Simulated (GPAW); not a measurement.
Here is a GPAW 26.7.0 calculation.

File run.py:

```python
from ase.dft.bandgap import bandgap
from ase.io import read, write
from gpaw import GPAW, PW
from gpaw.response.df import DielectricFunction

atoms = read('AlRu.cif')

calc = GPAW(mode=PW(450),
            xc='LDA',
            kpts={'size': (7, 7, 7), 'gamma': True},
            occupations={'name': 'fermi-dirac', 'width': 0.05},
            setups={'Ru': '8'},
            nbands=-11,
            convergence={'density': 1e-06},
            maxiter=150,
            txt='gpaw.txt')
atoms.calc = calc
energy = atoms.get_potential_energy()
calc.write('gs.gpw')
write('result.traj', atoms)
print(f'Energy: {energy:.6f} eV')
print('Fermi level:', round(calc.get_fermi_level(), 4), 'eV')
print(f'Gap: {bandgap(calc)[0]:.4f} eV, direct: {bandgap(calc, direct=True)[0]:.4f} eV')

dense = calc.fixed_density(kpts={'size': (22, 22, 22), 'gamma': True},
                           nbands=28, convergence={'bands': 22, 'eigenstates': 1e-7},
                           update_fermi_level=True, txt='dense.txt')
dense.write('dense.gpw', mode='all')

df = DielectricFunction('dense.gpw', frequencies={'type': 'nonlinear', 'domega0': 0.05, 'omega2': 10},
                        eta=0.2, ecut=60, nbands=22, rate='eta', txt='df.txt')
for direction in ['x']:
    df.get_dielectric_function(xc='RPA', direction=direction, filename=f'df_{direction}.csv')
```

Contents of AlRu.cif:

```cif
data_AlRu
_cell_length_a 2.99160000
_cell_length_b 2.99160000
_cell_length_c 2.99160000
_cell_angle_alpha 90.00000000
_cell_angle_beta 90.00000000
_cell_angle_gamma 90.00000000
_space_group_name_H-M_alt 'Pm-3m'
_space_group_name_Hall '-P 4 2 3'
_space_group_IT_number 221
loop_
_space_group_symop_operation_xyz
'x,y,z'
'-x,-y,-z'
'-y,x,z'
'y,-x,-z'
'-x,-y,z'
'x,y,-z'
'y,-x,z'
'-y,x,-z'
'x,-y,-z'
'-x,y,z'
'-y,-x,-z'
'y,x,z'
'-x,y,-z'
'x,-y,z'
'y,x,-z'
'-y,-x,z'
'z,x,y'
'-z,-x,-y'
'z,-y,x'
'-z,y,-x'
'z,-x,-y'
'-z,x,y'
'z,y,-x'
'-z,-y,x'
'-z,x,-y'
'z,-x,y'
'-z,-y,-x'
'z,y,x'
'-z,-x,y'
'z,x,-y'
'-z,y,x'
'z,-y,-x'
'y,z,x'
'-y,-z,-x'
'x,z,-y'
'-x,-z,y'
'-y,z,-x'
'y,-z,x'
'-x,z,y'
'x,-z,-y'
'-y,-z,x'
'y,z,-x'
'-x,-z,-y'
'x,z,y'
'y,-z,-x'
'-y,z,x'
'x,-z,y'
'-x,z,-y'
loop_
_atom_site_label
_atom_site_type_symbol
_atom_site_symmetry_multiplicity
_atom_site_Wyckoff_symbol
_atom_site_fract_x
_atom_site_fract_y
_atom_site_fract_z
_atom_site_occupancy
Ru1 Ru 1 b 0.5000000000 0.5000000000 0.5000000000 1
Al1 Al 1 a 0.0000000000 0.0000000000 0.0000000000 1
```

Potentials or basis: the program's PAW data sets (release 1.2.1) made for this functional, other valence, pw.

Run with:

```console
$ OMP_NUM_THREADS=1 python run.py
```

(1) Predict the band gap on the k mesh.

## Answers

(1) none (metal or under the smearing width).

Caveat: the intraband term hangs on this k mesh; the long-wavelength limit can be off by several per cent where d states take part; independent-particle spectra lack excitons.
